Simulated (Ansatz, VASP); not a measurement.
## One calculation of Pb, two programs

Contents of INCAR:

```
PREC = Accurate ; ENCUT = 520
EDIFF = 1E-6 ; ISMEAR = -1
SIGMA = 0.05 ; LREAL = False
LASPH = True ; NELM = 80
ALGO = Fast ; ISIF = 2
LWAVE = False ; LCHARG = False
GGA = RE ; NBANDS = 13
```

Contents of KPOINTS:

```
regular mesh
0
Gamma
  9 9 9
```

The input POSCAR:

```
Pb
1.0
    0.0000000000      2.4415696833      2.4415696833
    2.4415696833      0.0000000000      2.4415696833
    2.4415696833      2.4415696833      0.0000000000
Pb
1
Direct
    0.0000000000      0.0000000000      0.0000000000
```

Contents of input.yaml:

```yaml
crystal:
  lattice:
    - [0.0, 2.4415696833, 2.4415696833]
    - [2.4415696833, 0.0, 2.4415696833]
    - [2.4415696833, 2.4415696833, 0.0]
  atoms:
    - { symbol: Pb, position: [0.0, 0.0, 0.0] }
hamiltonian:
  xc: revpbe
  pseudopotentials: { kind: paw }
kpoints:
  mp_grid: { grid: [9, 9, 9] }
scf:
  occupations: { method: fermi_dirac, width: 0.05 }
output:
  forces: true
  stress: true
  eigenvalues: true
```

Alike in both runs: task single point; functional revPBE; k mesh 9 × 9 × 9; occupations fermi-dirac, width 0.05 eV; no spin polarisation.

```csv
,VASP,Ansatz
version,VASP 6.6.1,Ansatz 0.2.0
potentials or method,"VASP PAW PBE potentials, release 64 (Pb_d)",Ansatz PAW
plane-wave cutoff (eV),520,420
valence electrons in the cell,14,14
```

```csv
,VASP,Ansatz,Ansatz less VASP
gap on the k mesh at the Fermi level (eV),none,none,-
pressure (GPa),5.8,5.8,+0.03
```

A gap of «none» marks a metal or a gap that the smearing closes.

Caveats: the PAW data sets were made with another functional, which shifts forces and pressure a little (VASP); the PAW data sets come from PBE, with cores solved anew for the run's functional, which leaves a small shift of forces and pressure (Ansatz). The runs have no spin-orbit coupling, so splittings on Pb are missing.
